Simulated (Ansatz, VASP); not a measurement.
## KF in VASP and in Ansatz

```
K F
1.0
     0.00000    2.53982    2.74034
     2.53982    0.00000    2.74034
     2.53982    2.53982    0.00000
K F
1 1
Cartesian
  0.0000 0.0000 0.0000
  2.5398 2.5398 2.7403
```

Change from the starting cell: strain -0.050 along x and y, +0.025 along z, atoms carried along.

Alike in both runs: task single point; functional r2SCAN; k mesh 8 × 8 × 8; occupations gaussian, width 0.05 eV; no spin polarisation.

|  | VASP | Ansatz |
| --- | --- | --- |
| version | VASP 6.6.1 | Ansatz 0.2.0 |
| potentials or method | VASP PAW PBE potentials, release 64 (K_sv, F) | scalar-relativistic, plane waves, PAW |
| plane-wave cutoff (eV) | 520 | 500 |
| valence electrons in the cell | 16 | 16 |

```tsv
	VASP	Ansatz	Ansatz less VASP
gap on the k mesh at the Fermi level (eV)	7.16	7.16	+0.001
least direct gap on the mesh (eV)	7.16	7.16	+0.001
pressure (GPa)	3.2	3.2	-0.03
largest component of the traceless stress (GPa)	4.09	3.97	-0.118
```

Caveats: the PAW data sets were made with another functional, which shifts forces and pressure a little (VASP). A k mesh can miss the band edges.
